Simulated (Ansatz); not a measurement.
Cu, 1 atom in the cell. It takes space group Fm-3m (No. 225, cubic). The conventional cell has a = 3.615 Å, b = 3.615 Å, c = 3.615 Å, α = 90.00°, β = 90.00°, γ = 90.00°. Cu (site symmetry m-3m) is surrounded by 12 Cu at 2.56 Å. 

* Program: Ansatz 0.2.0
* Task: single point
* Functional: PBE
* Potentials or basis: all-electron LAPW, scalar-relativistic
* Cutoff: 295 eV (chosen from the basis error)
* Basis error allowed: 0.001 eV/atom
* k mesh: 13 × 13 × 13
* Occupations: gaussian, width 0.023 eV
* Spin: no spin polarisation

Potentials or basis: all-electron LAPW, scalar-relativistic.

Launch:

```console
$ ansatz run input.yaml --threads 1 --pin off --max-ram 3072MiB --backend cpu --events-out ev --progress --plain --runs-dir out
```

Hardware: 1 thread of Intel(R) Xeon(R) Platinum 8488C (Sapphire Rapids), with other jobs on the host.

**Question.** Estimate the wall time of this run.

**Answer.** It took 4.5 s on 1 thread of Intel(R) Xeon(R) Platinum 8488C (Sapphire Rapids), with other jobs on the host, peak memory 0.31 GiB. Counts: scf iterations 7, plane waves 137, k points 84, bands 14.
